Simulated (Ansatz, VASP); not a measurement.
# Two plane-wave programs on PtSe2

```
CELL_PARAMETERS angstrom
2.98666 0.00000 0.00000
-1.49333 2.58653 0.00000
0.00000 0.00000 18.00000
ATOMIC_POSITIONS crystal
Pt 0.66667 0.33333 0.50000
Se 0.33333 0.66667 0.58438
Se 0.33333 0.66667 0.41562
```

Change from the starting cell: species swapped into a sheet of the WSe2 type.

Alike in both runs: task single point; functional PBE; k mesh 6 × 6 × 1; occupations gaussian, width 0.1 eV; collinear spin.

|  | VASP | Ansatz |
| --- | --- | --- |
| version | VASP 6.6.1 | Ansatz 0.2.0 |
| potentials or method | VASP PAW PBE potentials, release 64 (Pt, Se) | scalar-relativistic, plane waves, PAW |
| plane-wave cutoff (eV) | 520 | 420 |
| valence electrons in the cell | 22 | 50 |

Ansatz gave:

```
gap on the k mesh at the Fermi level (eV) : none
rms of the force components (eV/Å)        : 3.606
net moment per atom (μB)                  : 0.00
```

**Question.** What did VASP give for the same quantities?

**Answer.** gap on the k mesh at the Fermi level (eV): none; rms of the force components (eV/Å): 3.653; net moment per atom (μB): 0.00.

Atom by atom the forces differ by 0.047 eV/Å (rms over components). A gap of «none» marks a metal or a gap that the smearing closes. The two sets of potentials don't hold the same shells in valence. Ansatz warned: «seeded_moment_not_kept».

Caveats: the k mesh is coarse (spacing up to 0.40 Å⁻¹), so the values aren't converged. The runs have no spin-orbit coupling, so splittings on Pt are missing.
